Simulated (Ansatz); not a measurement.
Born–Oppenheimer molecular dynamics of a periodic cell of 24 atoms, SnO2 (start crystal SnO2, start structure Pbcn, volume 1.1 times the crystal's). It starts from an unrelaxed structure (largest force component 0.23 eV/Å).

These are results of Ansatz, DFT PBEsol, scalar-relativistic, plane waves, PAW, not measurements. Settings: PAW set soft_1, cutoff 420 eV, k mesh 3x3x3, fermi-dirac smearing 0.3 eV, no spin polarisation.

```yaml
ensemble: NVE (velocity Verlet)
time_step: 1.12 fs
steps_asked: 90
starting_velocities_drawn_for: 7000 K
seed: 581699
```

Frames 2.24 fs apart, positions in Å.

Velocities at 78.4 fs (Å/ps):

```
Sn 5.63 0.15 -0.77
Sn -2.87 -4.83 -11.32
Sn 8.68 -2.33 5.84
Sn -1.34 -10.36 4.16
O -3.22 10.00 10.52
O 18.33 9.83 8.33
O 12.56 17.79 3.93
O 4.46 3.32 -5.87
O -18.06 -20.37 -15.29
O -2.08 -6.54 7.64
O 13.75 17.10 15.67
O -33.53 -20.02 1.10
Sn -1.88 2.67 0.85
Sn -3.63 -0.26 -4.04
Sn 1.67 3.29 -1.66
Sn -2.08 3.37 -2.92
O 1.81 1.34 -19.84
O 27.07 13.96 0.85
O -17.48 6.00 10.12
O -7.57 -5.16 8.03
O -1.08 27.81 33.00
O 0.33 -1.68 9.05
O -13.67 2.67 4.32
O -12.64 5.66 1.61
```

```xyz
24
Lattice="0.0000 5.9366 5.4165 4.8880 0.0000 5.4165 4.8880 5.9366 0.0000" Properties=species:S:1:pos:R:3 time_fs=78.4 energy_less_start_eV=10.290 T=3543
Sn 2.237 3.967 4.178
Sn 4.920 4.820 6.703
Sn 2.414 1.888 1.320
Sn 4.499 6.449 4.271
O 3.478 9.835 6.165
O 1.320 5.630 5.023
O 3.624 5.009 3.222
O 1.312 3.266 2.336
O 3.347 1.626 3.004
O 5.877 6.480 2.383
O 4.122 6.520 6.141
O 6.039 8.205 4.965
Sn 7.685 9.796 9.451
Sn 4.685 5.365 1.483
Sn 7.145 8.195 6.596
Sn 5.316 7.212 9.319
O 3.685 3.648 5.610
O 6.152 4.967 4.868
O 4.367 4.885 8.797
O 6.127 9.364 7.971
O 8.929 8.028 7.942
O 6.068 6.898 7.564
O 8.644 6.827 5.737
O 6.626 2.314 5.012
24
Lattice="0.0000 5.9366 5.4165 4.8880 0.0000 5.4165 4.8880 5.9366 0.0000" Properties=species:S:1:pos:R:3 time_fs=80.64 energy_less_start_eV=10.688 T=3409
Sn 2.249 3.967 4.176
Sn 4.915 4.808 6.678
Sn 2.434 1.883 1.334
Sn 4.497 6.426 4.279
O 3.472 9.856 6.186
O 1.362 5.652 5.042
O 3.652 5.050 3.230
O 1.322 3.277 2.322
O 3.309 1.581 2.973
O 5.876 6.466 2.401
O 4.149 6.560 6.176
O 5.964 8.162 4.967
Sn 7.680 9.803 9.453
Sn 4.676 5.364 1.473
Sn 7.149 8.202 6.593
Sn 5.310 7.220 9.312
O 3.687 3.651 5.566
O 6.209 5.001 4.872
O 4.328 4.899 8.817
O 6.111 9.354 7.989
O 8.922 8.091 8.020
O 6.069 6.889 7.584
O 8.615 6.833 5.746
O 6.597 2.327 5.013
24
Lattice="0.0000 5.9366 5.4165 4.8880 0.0000 5.4165 4.8880 5.9366 0.0000" Properties=species:S:1:pos:R:3 time_fs=82.88 energy_less_start_eV=11.245 T=3223
Sn 2.260 3.967 4.173
Sn 4.910 4.796 6.655
Sn 2.453 1.877 1.349
Sn 4.497 6.405 4.287
O 3.466 9.875 6.203
O 1.404 5.670 5.062
O 3.678 5.089 3.237
O 1.332 3.295 2.310
O 3.279 1.540 2.952
O 5.879 6.454 2.422
O 4.170 6.602 6.208
O 5.892 8.124 4.968
Sn 7.676 9.809 9.455
Sn 4.668 5.362 1.462
Sn 7.154 8.208 6.590
Sn 5.303 7.226 9.306
O 3.686 3.652 5.524
O 6.258 5.039 4.880
O 4.290 4.916 8.831
O 6.100 9.348 8.006
O 8.906 8.154 8.105
O 6.073 6.872 7.604
O 8.587 6.838 5.753
O 6.569 2.340 5.012
24
Lattice="0.0000 5.9366 5.4165 4.8880 0.0000 5.4165 4.8880 5.9366 0.0000" Properties=species:S:1:pos:R:3 time_fs=85.12 energy_less_start_eV=11.861 T=3016
Sn 2.269 3.966 4.169
Sn 4.907 4.784 6.633
Sn 2.472 1.873 1.363
Sn 4.498 6.386 4.293
O 3.462 9.890 6.216
O 1.446 5.686 5.082
O 3.699 5.124 3.242
O 1.341 3.320 2.297
O 3.258 1.500 2.944
O 5.886 6.442 2.444
O 4.186 6.643 6.237
O 5.825 8.091 4.969
Sn 7.671 9.815 9.458
Sn 4.658 5.360 1.449
Sn 7.160 8.214 6.587
Sn 5.294 7.232 9.300
O 3.683 3.652 5.485
O 6.298 5.081 4.892
O 4.255 4.936 8.839
O 6.091 9.344 8.022
O 8.882 8.217 8.195
O 6.079 6.846 7.622
O 8.562 6.843 5.759
O 6.543 2.354 5.010
24
Lattice="0.0000 5.9366 5.4165 4.8880 0.0000 5.4165 4.8880 5.9366 0.0000" Properties=species:S:1:pos:R:3 time_fs=87.36 energy_less_start_eV=12.374 T=2844
Sn 2.277 3.965 4.164
Sn 4.905 4.770 6.612
Sn 2.490 1.868 1.377
Sn 4.502 6.370 4.300
O 3.457 9.900 6.225
O 1.488 5.699 5.101
O 3.712 5.151 3.241
O 1.350 3.351 2.285
O 3.247 1.462 2.953
O 5.894 6.431 2.466
O 4.196 6.682 6.260
O 5.763 8.065 4.972
Sn 7.666 9.820 9.460
Sn 4.649 5.358 1.435
Sn 7.166 8.218 6.585
Sn 5.284 7.238 9.294
O 3.679 3.650 5.450
O 6.329 5.128 4.909
O 4.224 4.960 8.842
O 6.085 9.343 8.036
O 8.849 8.280 8.290
O 6.090 6.813 7.638
O 8.540 6.848 5.764
O 6.518 2.369 5.009
24
Lattice="0.0000 5.9366 5.4165 4.8880 0.0000 5.4165 4.8880 5.9366 0.0000" Properties=species:S:1:pos:R:3 time_fs=89.6 energy_less_start_eV=12.657 T=2749
Sn 2.283 3.963 4.157
Sn 4.905 4.757 6.593
Sn 2.508 1.864 1.390
Sn 4.509 6.357 4.306
O 3.453 9.906 6.229
O 1.528 5.710 5.120
O 3.716 5.168 3.235
O 1.359 3.387 2.274
O 3.247 1.427 2.979
O 5.903 6.421 2.488
O 4.202 6.717 6.278
O 5.708 8.045 4.976
Sn 7.661 9.826 9.463
Sn 4.640 5.356 1.421
Sn 7.171 8.222 6.583
Sn 5.273 7.243 9.289
O 3.677 3.646 5.420
O 6.349 5.177 4.930
O 4.199 4.988 8.837
O 6.083 9.344 8.047
O 8.808 8.341 8.389
O 6.106 6.774 7.650
O 8.521 6.853 5.769
O 6.496 2.384 5.011
24
Lattice="0.0000 5.9366 5.4165 4.8880 0.0000 5.4165 4.8880 5.9366 0.0000" Properties=species:S:1:pos:R:3 time_fs=91.84 energy_less_start_eV=12.713 T=2729
Sn 2.287 3.962 4.149
Sn 4.906 4.743 6.576
Sn 2.523 1.861 1.401
Sn 4.518 6.346 4.313
O 3.449 9.907 6.229
O 1.567 5.716 5.138
O 3.710 5.175 3.222
O 1.368 3.427 2.264
O 3.256 1.395 3.023
O 5.911 6.410 2.506
O 4.203 6.747 6.290
O 5.661 8.032 4.981
Sn 7.655 9.830 9.465
Sn 4.632 5.354 1.405
Sn 7.177 8.224 6.582
Sn 5.260 7.248 9.284
O 3.676 3.639 5.397
O 6.360 5.228 4.955
O 4.179 5.020 8.827
O 6.083 9.346 8.055
O 8.760 8.400 8.488
O 6.128 6.729 7.659
O 8.506 6.858 5.773
O 6.476 2.399 5.016
24
Lattice="0.0000 5.9366 5.4165 4.8880 0.0000 5.4165 4.8880 5.9366 0.0000" Properties=species:S:1:pos:R:3 time_fs=94.08 energy_less_start_eV=12.687 T=2737
Sn 2.289 3.961 4.139
Sn 4.908 4.730 6.560
Sn 2.538 1.858 1.413
Sn 4.529 6.339 4.319
O 3.444 9.902 6.224
O 1.603 5.720 5.154
O 3.695 5.171 3.203
O 1.377 3.470 2.254
O 3.274 1.367 3.081
O 5.918 6.400 2.522
O 4.201 6.771 6.296
O 5.623 8.026 4.989
Sn 7.649 9.835 9.468
Sn 4.624 5.352 1.389
Sn 7.182 8.225 6.582
Sn 5.247 7.252 9.280
O 3.678 3.629 5.380
O 6.362 5.280 4.984
O 4.165 5.057 8.811
O 6.084 9.350 8.059
O 8.708 8.455 8.586
O 6.154 6.681 7.665
O 8.494 6.862 5.777
O 6.457 2.415 5.026
24
Lattice="0.0000 5.9366 5.4165 4.8880 0.0000 5.4165 4.8880 5.9366 0.0000" Properties=species:S:1:pos:R:3 time_fs=96.32 energy_less_start_eV=12.772 T=2708
Sn 2.289 3.959 4.128
Sn 4.912 4.716 6.546
Sn 2.552 1.855 1.423
Sn 4.542 6.334 4.326
O 3.439 9.891 6.214
O 1.635 5.720 5.169
O 3.672 5.160 3.179
O 1.386 3.513 2.246
O 3.296 1.346 3.148
O 5.922 6.390 2.535
O 4.196 6.788 6.296
O 5.594 8.028 4.998
Sn 7.642 9.840 9.472
Sn 4.616 5.350 1.372
Sn 7.187 8.225 6.583
Sn 5.232 7.255 9.275
O 3.684 3.617 5.371
O 6.354 5.331 5.014
O 4.156 5.096 8.790
O 6.088 9.354 8.060
O 8.654 8.502 8.680
O 6.185 6.632 7.669
O 8.486 6.867 5.783
O 6.440 2.430 5.039
```

Of the whole run (101 fs, mean temperature of the second half 3223 K): The conserved energy stayed within 1.1 meV per atom of its start (net change 0.72 meV per atom), so the integration is sound. Over the second half the temperature averaged 0.46 of the 7000 K drawn at the start: a run that starts near a minimum puts about half its kinetic energy into the potential. A run of 0.1 ps of so small a system gives no equilibrium averages. Limits of this set-up: coarse k mesh, PAW files made for another functional.

The run took 23 min on 4 threads of Arm Neoverse V1, with other jobs on the host, peak memory 1.7 GiB.
